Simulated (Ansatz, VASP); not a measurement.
# SiC214: VASP beside Ansatz

Aim: how closely do two programs agree when they are given the same cell, functional and k mesh? The cell is taken from a series of runs on this material, whose earlier steps may have relaxed, scaled, displaced or heated it; both programs get it as it stands.

Program: Ansatz 0.2.0. Level of theory: plane waves, with VASP 6.6.1 beside it; single point at PBE. Results are calculated unless marked as measured.

## Step 1: The structure

The cell holds 215 atoms: 214 C and 1 Si. Cell: a = 10.715 Å, b = 10.715 Å, c = 10.715 Å, α = 90.0°, β = 90.0°, γ = 90.0°. It derives from C (C (Fd-3m)). Nearest the centre at fractional (0.458, 0.458, 0.542): Si215 at 0.00 Å, C109 at 1.99 Å, C108 at 1.99 Å, C110 at 1.99 Å, C105 at 1.99 Å, C112 at 1.99 Å, C113 at 1.99 Å, C40 at 2.68 Å.

## Step 2: Ansatz: single point, PBE

Ansatz runs on its default PAW (the set named soft_2) files.

With cell and atoms fixed, the geometry can't cause a difference; cores, projectors, grids and the points listed under the comparison can.

Input file input.yaml:

```yaml
crystal:
  lattice:
    - [10.71474525, 0.0, 0.0]
    - [0.0, 10.71474525, 0.0]
    - [0.0, 0.0, 10.71474525]
  atoms:
    - { symbol: C, position: [-0.000218968, -0.000218968, 0.166560713] }
    - { symbol: C, position: [0.000405458, 0.166721227, -0.000405458] }
    - { symbol: C, position: [0.166721227, 0.000405458, -0.000405458] }
    - { symbol: C, position: [0.166508087, 0.166508087, 0.165737659] }
    - { symbol: C, position: [0.083274314, 0.083274314, 0.249522412] }
    - { symbol: C, position: [0.083595195, 0.250111294, 0.082510528] }
    - { symbol: C, position: [0.250111294, 0.083595195, 0.082510528] }
    - { symbol: C, position: [0.249607528, 0.249607528, 0.248898282] }
    - { symbol: C, position: [4.156e-05, 4.156e-05, 0.499826869] }
    - { symbol: C, position: [-0.000157129, 0.166223556, 0.332954395] }
    - { symbol: C, position: [0.166223556, -0.000157129, 0.332954395] }
    - { symbol: C, position: [0.16729998, 0.16729998, 0.498951233] }
    - { symbol: C, position: [0.084033716, 0.084033716, 0.582909142] }
    - { symbol: C, position: [0.083149627, 0.249983948, 0.41590892] }
    - { symbol: C, position: [0.249983948, 0.083149627, 0.41590892] }
    - { symbol: C, position: [0.253102475, 0.253102475, 0.580838691] }
    - { symbol: C, position: [0.000405458, 0.000405458, 0.833278773] }
    - { symbol: C, position: [0.001016862, 0.167186017, 0.66633557] }
    - { symbol: C, position: [0.167186017, 0.001016862, 0.66633557] }
    - { symbol: C, position: [0.167604693, 0.167604693, 0.832395307] }
    - { symbol: C, position: [0.083898149, 0.083898149, 0.916101851] }
    - { symbol: C, position: [0.084947762, 0.251012316, 0.748987684] }
    - { symbol: C, position: [0.251012316, 0.084947762, 0.748987684] }
    - { symbol: C, position: [0.251012316, 0.251012316, 0.915052238] }
    - { symbol: C, position: [-0.000316987, 0.333113944, 0.165951173] }
    - { symbol: C, position: [4.156e-05, 0.500173131, -4.156e-05] }
    - { symbol: C, position: [0.167186017, 0.33366443, -0.001016862] }
    - { symbol: C, position: [0.165502254, 0.50003877, 0.165542088] }
    - { symbol: C, position: [0.082209364, 0.416629228, 0.248835385] }
    - { symbol: C, position: [0.082618172, 0.583552822, 0.083015906] }
    - { symbol: C, position: [0.24985228, 0.416778821, 0.082630247] }
    - { symbol: C, position: [0.247895825, 0.583726231, 0.248028473] }
    - { symbol: C, position: [0.000179458, 0.33337293, 0.499740637] }
    - { symbol: C, position: [-0.000702501, 0.499888308, 0.333185599] }
    - { symbol: C, position: [0.164695343, 0.332939485, 0.331228742] }
    - { symbol: C, position: [0.166084646, 0.50053111, 0.49946889] }
    - { symbol: C, position: [0.083786536, 0.417251416, 0.582748584] }
    - { symbol: C, position: [0.082610195, 0.58359873, 0.41640127] }
    - { symbol: C, position: [0.24762501, 0.416394676, 0.413000993] }
    - { symbol: C, position: [0.24762501, 0.586999007, 0.583605324] }
    - { symbol: C, position: [0.001016862, 0.33366443, 0.832813983] }
    - { symbol: C, position: [0.000179458, 0.500259363, 0.66662707] }
    - { symbol: C, position: [0.168874514, 0.335143497, 0.664856503] }
    - { symbol: C, position: [0.16729998, 0.501048767, 0.83270002] }
    - { symbol: C, position: [0.084033716, 0.417090858, 0.915966284] }
    - { symbol: C, position: [0.083149627, 0.58409108, 0.750016052] }
    - { symbol: C, position: [0.253102475, 0.419161309, 0.746897525] }
    - { symbol: C, position: [0.249983948, 0.58409108, 0.916850373] }
    - { symbol: C, position: [-0.000822135, 0.666555776, 0.166928252] }
    - { symbol: C, position: [-0.000218968, 0.833439287, 0.000218968] }
    - { symbol: C, position: [0.166223556, 0.667045605, 0.000157129] }
    - { symbol: C, position: [0.166189472, 0.833392418, 0.166607582] }
    - { symbol: C, position: [0.082405308, 0.750158372, 0.249841628] }
    - { symbol: C, position: [0.083227817, 0.916885822, 0.083114178] }
    - { symbol: C, position: [0.249621796, 0.750443137, 0.083176528] }
    - { symbol: C, position: [0.249621796, 0.916823472, 0.249556863] }
    - { symbol: C, position: [-0.000702501, 0.666814401, 0.500111692] }
    - { symbol: C, position: [-0.000822135, 0.833071748, 0.333444224] }
    - { symbol: C, position: [0.165566004, 0.66705906, 0.33294094] }
    - { symbol: C, position: [0.165502254, 0.834457912, 0.49996123] }
    - { symbol: C, position: [0.082209364, 0.751164615, 0.583370772] }
    - { symbol: C, position: [0.082618172, 0.916984094, 0.416447178] }
    - { symbol: C, position: [0.247895825, 0.751971527, 0.416273769] }
    - { symbol: C, position: [0.24985228, 0.917369753, 0.583221179] }
    - { symbol: C, position: [-0.000157129, 0.667045605, 0.833776444] }
    - { symbol: C, position: [-0.000316987, 0.834048827, 0.666886056] }
    - { symbol: C, position: [0.164695343, 0.668771258, 0.667060515] }
    - { symbol: C, position: [0.166508087, 0.834262341, 0.833491913] }
    - { symbol: C, position: [0.083274314, 0.750477588, 0.916725686] }
[... 14 lines left out ...]
    - { symbol: C, position: [0.499888308, -0.000702501, 0.333185599] }
    - { symbol: C, position: [0.50053111, 0.166084646, 0.49946889] }
    - { symbol: C, position: [0.417251416, 0.083786536, 0.582748584] }
    - { symbol: C, position: [0.416394676, 0.24762501, 0.413000993] }
    - { symbol: C, position: [0.58359873, 0.082610195, 0.41640127] }
    - { symbol: C, position: [0.586999007, 0.24762501, 0.583605324] }
    - { symbol: C, position: [0.33366443, 0.001016862, 0.832813983] }
    - { symbol: C, position: [0.335143497, 0.168874514, 0.664856503] }
    - { symbol: C, position: [0.500259363, 0.000179458, 0.66662707] }
    - { symbol: C, position: [0.501048767, 0.16729998, 0.83270002] }
    - { symbol: C, position: [0.417090858, 0.084033716, 0.915966284] }
    - { symbol: C, position: [0.419161309, 0.253102475, 0.746897525] }
    - { symbol: C, position: [0.58409108, 0.083149627, 0.750016052] }
    - { symbol: C, position: [0.58409108, 0.249983948, 0.916850373] }
    - { symbol: C, position: [0.333067971, 0.333067971, 0.16594235] }
    - { symbol: C, position: [0.33337293, 0.500259363, -0.000179458] }
    - { symbol: C, position: [0.500259363, 0.33337293, -0.000179458] }
    - { symbol: C, position: [0.499414946, 0.499414946, 0.167119479] }
    - { symbol: C, position: [0.416133691, 0.416133691, 0.249417708] }
    - { symbol: C, position: [0.416407503, 0.583293999, 0.083512492] }
    - { symbol: C, position: [0.583293999, 0.416407503, 0.083512492] }
    - { symbol: C, position: [0.58152385, 0.58152385, 0.252207931] }
    - { symbol: C, position: [0.332241689, 0.332241689, 0.489857313] }
    - { symbol: C, position: [0.329666029, 0.500273893, 0.33095615] }
    - { symbol: C, position: [0.500273893, 0.329666029, 0.33095615] }
    - { symbol: Si, position: [0.458356918, 0.458356918, 0.541643082] }
    - { symbol: C, position: [0.406523507, 0.584424079, 0.415575921] }
    - { symbol: C, position: [0.584424079, 0.406523507, 0.415575921] }
    - { symbol: C, position: [0.584424079, 0.584424079, 0.593476493] }
    - { symbol: C, position: [0.335143497, 0.335143497, 0.831125486] }
    - { symbol: C, position: [0.332241689, 0.510142687, 0.667758311] }
    - { symbol: C, position: [0.510142687, 0.332241689, 0.667758311] }
    - { symbol: C, position: [0.50053111, 0.50053111, 0.833915354] }
    - { symbol: C, position: [0.417251416, 0.417251416, 0.916213464] }
    - { symbol: C, position: [0.416394676, 0.586999007, 0.75237499] }
    - { symbol: C, position: [0.586999007, 0.416394676, 0.75237499] }
    - { symbol: C, position: [0.58359873, 0.58359873, 0.917389805] }
    - { symbol: C, position: [0.332575926, 0.666683197, 0.166482968] }
    - { symbol: C, position: [0.333113944, 0.834048827, 0.000316987] }
    - { symbol: C, position: [0.499888308, 0.666814401, 0.000702501] }
    - { symbol: C, position: [0.499576027, 0.832633498, 0.167366502] }
    - { symbol: C, position: [0.415619496, 0.749366302, 0.250633698] }
    - { symbol: C, position: [0.416494366, 0.916625587, 0.083374413] }
    - { symbol: C, position: [0.583002769, 0.749481022, 0.084349691] }
    - { symbol: C, position: [0.583002769, 0.915650309, 0.250518978] }
    - { symbol: C, position: [0.329666029, 0.66904385, 0.499726107] }
    - { symbol: C, position: [0.332575926, 0.833517032, 0.333316803] }
    - { symbol: C, position: [0.497506226, 0.663566689, 0.336433311] }
    - { symbol: C, position: [0.499414946, 0.832880521, 0.500585054] }
    - { symbol: C, position: [0.416133691, 0.750582292, 0.583866309] }
    - { symbol: C, position: [0.416407503, 0.916487508, 0.416706001] }
    - { symbol: C, position: [0.58152385, 0.747792069, 0.41847615] }
    - { symbol: C, position: [0.583293999, 0.916487508, 0.583592497] }
    - { symbol: C, position: [0.332939485, 0.668771258, 0.835304657] }
    - { symbol: C, position: [0.333067971, 0.83405765, 0.666932029] }
    - { symbol: C, position: [0.500273893, 0.66904385, 0.670333971] }
    - { symbol: C, position: [0.50003877, 0.834457912, 0.834497746] }
    - { symbol: C, position: [0.416629228, 0.751164615, 0.917790636] }
    - { symbol: C, position: [0.416778821, 0.917369753, 0.75014772] }
    - { symbol: C, position: [0.583726231, 0.751971527, 0.752104175] }
    - { symbol: C, position: [0.583552822, 0.916984094, 0.917381828] }
    - { symbol: C, position: [0.666555776, -0.000822135, 0.166928252] }
    - { symbol: C, position: [0.667045605, 0.166223556, 0.000157129] }
    - { symbol: C, position: [0.833439287, -0.000218968, 0.000218968] }
    - { symbol: C, position: [0.833392418, 0.166189472, 0.166607582] }
    - { symbol: C, position: [0.750158372, 0.082405308, 0.249841628] }
    - { symbol: C, position: [0.750443137, 0.249621796, 0.083176528] }
    - { symbol: C, position: [0.916885822, 0.083227817, 0.083114178] }
    - { symbol: C, position: [0.916823472, 0.249621796, 0.249556863] }
    - { symbol: C, position: [0.666814401, -0.000702501, 0.500111692] }
    - { symbol: C, position: [0.66705906, 0.165566004, 0.33294094] }
    - { symbol: C, position: [0.833071748, -0.000822135, 0.333444224] }
    - { symbol: C, position: [0.834457912, 0.165502254, 0.49996123] }
    - { symbol: C, position: [0.751164615, 0.082209364, 0.583370772] }
    - { symbol: C, position: [0.751971527, 0.247895825, 0.416273769] }
    - { symbol: C, position: [0.916984094, 0.082618172, 0.416447178] }
    - { symbol: C, position: [0.917369753, 0.24985228, 0.583221179] }
    - { symbol: C, position: [0.667045605, -0.000157129, 0.833776444] }
    - { symbol: C, position: [0.668771258, 0.164695343, 0.667060515] }
    - { symbol: C, position: [0.834048827, -0.000316987, 0.666886056] }
    - { symbol: C, position: [0.834262341, 0.166508087, 0.833491913] }
    - { symbol: C, position: [0.750477588, 0.083274314, 0.916725686] }
    - { symbol: C, position: [0.751101718, 0.249607528, 0.750392472] }
    - { symbol: C, position: [0.917489472, 0.083595195, 0.749888706] }
    - { symbol: C, position: [0.917489472, 0.250111294, 0.916404805] }
    - { symbol: C, position: [0.666683197, 0.332575926, 0.166482968] }
    - { symbol: C, position: [0.666814401, 0.499888308, 0.000702501] }
    - { symbol: C, position: [0.834048827, 0.333113944, 0.000316987] }
    - { symbol: C, position: [0.832633498, 0.499576027, 0.167366502] }
    - { symbol: C, position: [0.749366302, 0.415619496, 0.250633698] }
    - { symbol: C, position: [0.749481022, 0.583002769, 0.084349691] }
    - { symbol: C, position: [0.916625587, 0.416494366, 0.083374413] }
    - { symbol: C, position: [0.915650309, 0.583002769, 0.250518978] }
    - { symbol: C, position: [0.66904385, 0.329666029, 0.499726107] }
    - { symbol: C, position: [0.663566689, 0.497506226, 0.336433311] }
    - { symbol: C, position: [0.833517032, 0.332575926, 0.333316803] }
    - { symbol: C, position: [0.832880521, 0.499414946, 0.500585054] }
    - { symbol: C, position: [0.750582292, 0.416133691, 0.583866309] }
    - { symbol: C, position: [0.747792069, 0.58152385, 0.41847615] }
    - { symbol: C, position: [0.916487508, 0.416407503, 0.416706001] }
    - { symbol: C, position: [0.916487508, 0.583293999, 0.583592497] }
    - { symbol: C, position: [0.668771258, 0.332939485, 0.835304657] }
    - { symbol: C, position: [0.66904385, 0.500273893, 0.670333971] }
    - { symbol: C, position: [0.83405765, 0.333067971, 0.666932029] }
    - { symbol: C, position: [0.834457912, 0.50003877, 0.834497746] }
    - { symbol: C, position: [0.751164615, 0.416629228, 0.917790636] }
    - { symbol: C, position: [0.751971527, 0.583726231, 0.752104175] }
    - { symbol: C, position: [0.917369753, 0.416778821, 0.75014772] }
    - { symbol: C, position: [0.916984094, 0.583552822, 0.917381828] }
    - { symbol: C, position: [0.665655079, 0.665655079, 0.168279816] }
    - { symbol: C, position: [0.666555776, 0.833071748, 0.000822135] }
    - { symbol: C, position: [0.833071748, 0.666555776, 0.000822135] }
    - { symbol: C, position: [0.832769172, 0.832769172, 0.167230828] }
    - { symbol: C, position: [0.749062801, 0.749062801, 0.250937199] }
    - { symbol: C, position: [0.749945861, 0.916261758, 0.083738242] }
    - { symbol: C, position: [0.916261758, 0.749945861, 0.083738242] }
    - { symbol: C, position: [0.916261758, 0.916261758, 0.250054139] }
    - { symbol: C, position: [0.663566689, 0.663566689, 0.502493774] }
    - { symbol: C, position: [0.665655079, 0.831720184, 0.334344921] }
    - { symbol: C, position: [0.831720184, 0.665655079, 0.334344921] }
    - { symbol: C, position: [0.832633498, 0.832633498, 0.500423973] }
    - { symbol: C, position: [0.749366302, 0.749366302, 0.584380504] }
    - { symbol: C, position: [0.749481022, 0.915650309, 0.416997231] }
    - { symbol: C, position: [0.915650309, 0.749481022, 0.416997231] }
    - { symbol: C, position: [0.916625587, 0.916625587, 0.583505634] }
    - { symbol: C, position: [0.66705906, 0.66705906, 0.834433996] }
    - { symbol: C, position: [0.666683197, 0.833517032, 0.667424074] }
    - { symbol: C, position: [0.833517032, 0.666683197, 0.667424074] }
    - { symbol: C, position: [0.833392418, 0.833392418, 0.833810528] }
    - { symbol: C, position: [0.750158372, 0.750158372, 0.917594692] }
    - { symbol: C, position: [0.750443137, 0.916823472, 0.750378204] }
    - { symbol: C, position: [0.916823472, 0.750443137, 0.750378204] }
    - { symbol: C, position: [0.916885822, 0.916885822, 0.916772183] }
basis:
  ecutwfc: 420
  xc_grid: 2
hamiltonian:
  xc: pbe
kpoints:
  mp_grid: { grid: [1, 1, 1] }
magnetization:
  spin_polarized: true
  initial_magnetization: 2
  spin_locking: { lock_magnetization: hard }
scf:
  occupations: { method: fermi_dirac, width: 0.01 }
  max_iter: 120
  n_extra_bands: 20
  lower_state_search: "off"
output:
  forces: true
  eigenvalues: true
  eigenstates: { localisation: true }
checkpoint:
  read: "../relax.run"
  write: "../ground_geo.run"
  compress: false
  write_wavefunctions: true
  write_every: 100000
```

Run with:

```
$ ansatz run input.yaml --threads 32 --pin off --max-ram 84787MiB --backend cuda --events-out ev --progress --plain --runs-dir out --max-vram 78GiB
```

Numbers of over 12 decimals in the logs are rounded to 6 here.

The log of the run:

```text
Warning: the band count 451 (scf.n_extra_bands) hosts the net moment |M| = 2.0000 μB (N_el = 860) but caps the reachable moment at 2·n_bands − N_el = 42.0000 μB, below the 646 bands that the automatic rule leaves for it — a moment growing past the seed, or the majority channel's smearing tail, pins there with fewer empty majority states than that count leaves; raise or omit scf.n_extra_bands unless the cap is intende
scf.n_extra_bands = 20 over 431 filled bands (N_el = 860.0): the run solves 451 bands
Engine: ansatz 0.2.0, aarch64-unknown-linux-gnu
Pseudopotentials: kind: paw
Pseudopotential: C, paw, valence charge 4, recommended cutoff 420 eV (normal), C.paw.azcp
Pseudopotential: Si, paw, valence charge 4, recommended cutoff 420 eV (normal), Si.paw.azcp
Functional definition: PBE
  parameter kappa = 0.804
  parameter beta = 0.066725
  exchange = pbe_x(kappa = kappa, mu = beta*pi^2/3)
  correlation = pbe_c(beta = beta)
device memory: the entry about to start is reckoned to put 7.8 GiB on a device that reports 141.4 GiB free (of which the cap on the GPU budget leaves the run 78.0 GiB)
GPU FFT provider: cuFFT
GPU libraries: cuBLAS 13.8.1, cuFFT 12.4.0, cuSOLVER 12.3.2
GPU matrix products: emulated (plane waves: as basis.precision tells), large ones in fixed point in workspaces of 1.00 GiB
Crystal: 215 atoms, lattice volume = 1230.115 Å³
Basis set: ecut = 420 eV, 23871 PW (Γ), exchange–correlation on 144×144×144 points (8 copies of the dense FFT grid, shifted against one another)
Bands: 451, of which v1, the nominal top of the filled ones, is band 430 counted from 1 (429 counted from 0)
Symmetry: 6 space group operations
Space group: R3m (ITA 160), of the structure as read, at distance tolerance 1.1e-4 Å
Magnetic group: BNS 160.65 (UNI 1295), of the structure as read, at distance tolerance 1.1e-4 Å
k-points: 1
Non-local potential: C, projectors of the file, l = 0: 2, l = 1: 2, l = 2: 1
Non-local potential: Si, projectors of the file, l = 0: 2, l = 1: 2, l = 2: 2
PAW form: soft (Blöchl's): semilocal exchange-correlation on the pseudo side does not see the compensation charge
PAW one-centre angular grid: C, 110 points (default); XC on 64 Gauss nodes
PAW one-centre angular grid: Si, 110 points (default); XC on 64 Gauss nodes
Initial density: read from a saved state, or passed on in memory by an earlier SCF of this step, an earlier step, the calling program or the single point that the run made first
Starting moments: Σ|m| = 2 μB on 215 of 215 sites; this step starts from the density that it was given
Initial wavefunctions: those read from a saved state, or passed on in memory by an earlier step or the calling program
GPU buffer pool allocated for 373248 grid points (all kernels)
GPU transforms: local potential and band sums: pruned to the plane-wave sphere, on 72×72×72
Functional: x = pbe(κ = 0.804, μ = 0.219515), c = pbe(β = 0.066725)
SCF iter   1: F=—  HF=-54301.563478 eV  |Δ(HF+E_count)|=         —  Δρ=3.06e-7 (↑2.62e-7 ↓3.06e-7)  dr2=3.05e-9  dr2_m=1.22e-10  M=2.000 μB ∫|m|=2.143 μB  Hψ=2732
preconditioner: auto → Resta (q_TF=auto, 2.570 Å⁻¹)  ε∞=6.4  [insulator: Δε(μ)=0.970 eV  Ē_g=13.330 eV  σ=0.010 eV  W_gap=1.00  n_scr=364 (ndim 8)  ℏωp=31.0 eV  f_vac=0.000  D(μ)=0.00/eV (n_scr^D=0)  ε∞_Penn≈6.4]
spin=Collinear: Resta preconditioning applied to the charge; magnetization (m = ρ↑ − ρ↓) channel mixes plain (no charge-response kernel on spin).
SCF iter   2: F=-54301.563478 eV  HF=-54301.563478 eV  |Δ(HF+E_count)|=  6.11e-10  Δρ=2.32e-7 (↑2.04e-7 ↓2.32e-7)  dr2=1.99e-9  dr2_m=5.62e-11  M=2.000 μB ∫|m|=2.143 μB  Hψ=910
SCF 1 converged in 2 iterations: F = -54301.563478 eV  dr2 = 1.99e-9
  greatest PAW one-centre occupation: 0.655 electrons in one spin orbital (limit 2), on the C atom at site 113 (counted from 0), in its partial waves of l = 0
SCF converged after 2 iterations
Magnetization: 2.0000 μB (431.0000 up, 429.0000 down)
Absolute magnetization: 2.1478 μB (∫|ρ↑−ρ↓|, with the PAW one-centre terms)
Spin contamination: 0.0031 ħ² per cell (⟨S²⟩ above its minimum at these occupations)
Per-site moments (μB) at R_I (Å): [(0.00207337, 0.637411), (0.00140496, 0.636663), (0.00140496, 0.636663), (0.00262746, 0.636313), (0.00157299, 0.637472), (0.000902421, 0.636663), (0.000902421, 0.636663), (0.000468782, 0.636313), (0.00267853, 0.6
Free energy (F): -54301.563478 eV
Harris-Foulkes:  -54301.563478 eV  (|F-HF|=6.40e-10)
Internal energy: -54301.563478 eV  (E = F + TS)
E sigma→0 (E₀):  -54301.563478 eV
Fermi energy:    13.933341 (↑ 15.572178, ↓ 13.613083) eV
--- Per-component energies (eV) ---
  E_band       = 3702.244162
  E_kinetic    = 19775.640328
  E_local      = -13353.330312  (includes V_loc(G=0)·N_el)
  E_nonlocal   = 5726.301879
  E_hartree    = 2981.952998
  E_xc         = -10476.201561
  E_vxc        = -12983.812232  (∫ρ·V_xc dr)
  E_paw        = -21744.794752  (= ΣΔE_a)
  E_vpaw       = -1426.463440  (= ΣTr[D̂ρ^β])
  E_aug_tail   = 0.001924  (compensation charges beyond the density's cutoff)
  E_ewald      = -37211.133984
  E_smearing   = -0.000000  (= −TS)
  E_closure    = -0.000000  (closes the sum)
  Σ components = -54301.563478   (vs F -54301.563478, Δ=0.00e0)
--- Forces (eV/Å), atoms counted from 1 ---
  atom   1  C      0.00200815     0.00200815    -0.00170863
  atom   2  C      0.00061630     0.00168800    -0.00061630
  atom   3  C      0.00168800     0.00061630    -0.00061630
  atom   4  C      0.00323029     0.00323029    -0.00113848
  atom   5  C     -0.00275461    -0.00275461     0.00273538
  atom   6  C     -0.00246016    -0.00094150    -0.00177329
  [... 209 more lines of this table ...]
  max |Σ_I F_I| component: 4.63e-6 eV/Å
--- Band table (eV) ---
  k-point 0 ↑: bands = ["-8.1976", "-7.2256", "-7.2256", "-7.2090", "-7.2090", "-7.1299", "-7.0557", "-6.2391", "-6.2240", "-6.2240", "-6.2113", "-6.2113", "-6.2011", "-6.2011", "-6.1590", "-6.1590", 
  k-point 0 ↓: bands = ["-8.1890", "-7.2143", "-7.2143", "-7.2036", "-7.2036", "-7.1235", "-7.0396", "-6.2311", "-6.2116", "-6.2116", "-6.2019", "-6.2019", "-6.1965", "-6.1965", "-6.1482", "-6.1468",
```

(Continued in part 2 of 2.)

[Lines on the potential files, build, host, timing and source positions are cut from VASP's logs without a mark.]

[Logs are printed without paths, hosts, clocks, repeated set-up lines and the standing remarks that a program may print on its own settings, such as how far it seeks lower states.]

[Hosts, paths, dates, database ids (printed as entryN), source tags and the programs' standing remarks are cut or masked in the printed files.]
